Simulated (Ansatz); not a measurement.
# Elastic constants of GaN at 11 GPa (stress–strain coefficients): input and output

Theory: Ansatz 0.2.0, DFT PBEsol, scalar-relativistic, plane waves, PAW.

Launched with:
```bash
ansatz run input.yaml --threads 1 --pin off --max-ram 3072MiB --backend cpu --events-out ev --progress --plain --runs-dir out
```

Input (bare energies are in eV):
```yaml
crystal:
  lattice:
    - [3.1276324295, 0.0, 0.0]
    - [-1.5638162148, 2.7086091377, 0.0]
    - [0.0, 0.0, 5.0969692149]
  atoms:
    - { symbol: Ga, position: [0.3333333333, 0.6666666667, -0.0007050244] }
    - { symbol: Ga, position: [0.6666666667, 0.3333333333, 0.4992949756] }
    - { symbol: "N", position: [0.3333333333, 0.6666666667, 0.3757050244] }
    - { symbol: "N", position: [0.6666666667, 0.3333333333, 0.8757050244] }
basis:
  ecutwfc: 420
kpoints:
  mp_grid: { grid: [12, 12, 6] }
hamiltonian:
  xc: pbesol
scf:
  occupations: { method: fixed }
output:
  forces: true
  stress: true
  eigenvalues: true
  polarization: {}
elastic:
  mode: relaxed_ion
  stencil: two_point
```

From the output:
```
--- Elastic constants: 3 strain directions × 2 members + reference (group order 12) ---
  dense FFT box of the reference and of every strained cell: 24×24×36
  strains applied: 11, 33, 23; error gains: componentwise 1.00 (the most a stress slope's error grows in a printed constant), spectral 1.41 (1 for all six strains in a standard setting)
  C = ∂σ_k/∂η_j (tension-positive GPa; Voigt order 11 22 33 23 13 12):
       391.349    176.150    136.193      0.000     -0.000      0.000
       176.150    391.349    136.193      0.000     -0.000      0.000
       136.252    136.252    436.751      0.000     -0.000      0.000
        -0.000      0.000      0.000     90.801      0.000      0.000
        -0.000      0.000      0.000      0.000     90.801      0.000
        -0.000     -0.000     -0.000     -0.000      0.000    107.599
  reference stress σ⁰ (GPa):    -10.997    -10.997    -10.997     -0.000     -0.000      0.000
  C* (energy form; C + prestress term) asymmetry max|C*_kj − C*_jk| = 5.924e-2 GPa — a small one proves nothing (zero by symmetry where the batch's group is 432, −43m or m−3m); a large one is finite-difference/SCF noise where every solve ...
  moduli (Voigt/Reuss/Hill, GPa): K = 235.18/235.17/235.18   G = 109.23/105.69/107.46   E = 279.77   ν = 0.302
  mechanically stable: yes (min eigenvalue of sym C = 90.80 GPa)
  e, the proper piezoelectric tensor (elastic.mode: relaxed_ion; C/m²; rows x y z; Voigt order 11 22 33 23 13 12):
      -0.00000   -0.00000    0.00000   -0.00000   -0.45390   -0.00000
      -0.00000    0.00000   -0.00000   -0.45390   -0.00000    0.00000
      -0.61662   -0.61662    1.12580    0.00000   -0.00000   -0.00000
  ±, each entry's uncertainty from the finite density of the strings (C/m²), an estimate: the size of the correction for it that the entry includes:
       0.00000    0.00000    0.00000    0.00000    0.00227    0.00000
       0.00000    0.00000    0.00000    0.00227    0.00000    0.00000
       0.00254    0.00254    0.00301    0.00000    0.00000    0.00000
  the group's symmetry takes up to 1.4e-7 C/m² out of the measured responses: error of the strings' finite density and of the mesh across them, as far as it breaks the symmetry (raise kpoints.mp_grid and any string_points); the largest step ...
  strain η (Voigt 11):  stress-route row diagonal C_11 = 391.35 GPa, energy-path curvature d²(F+E_count+ΔE)/dδ²/Ω₀ = 391.85 GPa
         δ    σ_11 (GPa) F (eV) n_scf n_hpsi n_pw
    -2.000e-3     -11.7828       -8245.6124299       6   54268    860   relax 6 steps, max|allowed force component| 9.92e-6 eV/Å
     2.000e-3     -10.2174       -8245.6242523       6   54471    860   relax 4 steps, max|allowed force component| 1.65e-5 eV/Å
  strain η (Voigt 33):  stress-route row diagonal C_33 = 436.75 GPa, energy-path curvature d²(F+E_count+ΔE)/dδ²/Ω₀ = 436.22 GPa
         δ    σ_33 (GPa) F (eV) n_scf n_hpsi n_pw
    -2.000e-3     -11.8729       -8245.6123938       7   24611    860   relax 4 steps, max|allowed force component| 3.66e-5 eV/Å
     2.000e-3     -10.1259       -8245.6242157       6   23952    860   relax 5 steps, max|allowed force component| 3.33e-8 eV/Å
  strain η (Voigt 23):  stress-route row diagonal C_44 = 90.80 GPa, energy-path curvature d²(F+E_count+ΔE)/dδ²/Ω₀ = 96.58 GPa
         δ    σ_23 (GPa) F (eV) n_scf n_hpsi n_pw
    -2.000e-3      -0.1816       -8245.6184716       7   91131    860   relax 3 steps, max|allowed force component| 2.38e-5 eV/Å
     2.000e-3       0.1816       -8245.6184716       6   76151    860   relax 3 steps, max|allowed force component| 2.41e-5 eV/Å
--- Formal polarisation (Berry phase): one branch of a lattice of values; only differences between neighbouring runs are physical ---
  axis mesh electronic ionic p = total spread (rad) least overlap resolved gap  δp at fixed H ≤   (phases in cycles; p mod 1; gap in eV; gap and δp judge the states as solved, not the mesh's step, its ...
  b1    12×12×6         0.00000000    18.00000000    18.00000000      0.000000         0.9186        2.2161           4.6e-6
  b2    12×12×6         0.00000000    18.00000000    18.00000000      0.000000         0.9186        2.2161           4.6e-6
  b3    12×12×6         0.99483620    12.73871961    13.73355581      0.147657         0.9065        2.2161           2.8e-6
  quantum along a1:   0.07243386 e/Å² =   116.051844 µC/cm²
  quantum along a2:   0.07243386 e/Å² =   116.051844 µC/cm²
  quantum along a3:   0.11804238 e/Å² =   189.124741 µC/cm²
  P = (  0.65190477,   1.12913219,   1.62114160) e/Å² = ( 1044.466592,  1809.069205,  2597.355190) µC/cm²  (mod the quanta)
```

Time: 2.7 min on 1 thread of AMD EPYC 9R45 96-Core Processor (Zen 5), with other jobs on the host, peak memory 0.76 GiB.